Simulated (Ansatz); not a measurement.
Cr:

```
Cr
1.0
     2.71400    0.00000    0.00000
    -1.35700    2.35039    0.00000
     0.00000    0.00000    4.41000
Cr
2
Direct
  0.66667 0.33333 0.75000
  0.33333 0.66667 0.25000
```

This isn't the form of Cr at room conditions, which is bcc.

Base run:

- Program: Ansatz 0.2.0
- Functional: PBEsol
- Potentials or basis: Ansatz PAW
- Cutoff: 420 eV (not typed: the program's choice for these potentials)
- k mesh: 9 × 9 × 5
- Occupations: fermi-dirac, width 0.05 eV
- Spin: collinear spin, ferromagnetic start
- Starting moments: [0.75, 0.75] μB
- Fixed moment: 1.5 μB

Its results: pressure -32.4 GPa; site moments Cr +0.69 μB.

Q: The run is repeated on the same cell with these changes: fixed moment from 1.5 μB to 12 μB; moments at the start from [0.75, 0.75] to [6.0, 6.0]. What comes out?

A: Pressure 100.9 GPa; site moments Cr +4.85 μB.

Caveats: a pressure of tens of GPa on the cell as given is suspect, and the run, the potentials or the cell itself is likely at fault; the total moment is fixed, so each spin has its own Fermi level; the PAW data sets come from PBE, with cores solved anew for the run's functional, which leaves a small shift of forces and pressure; the thresholds are loose for stress.
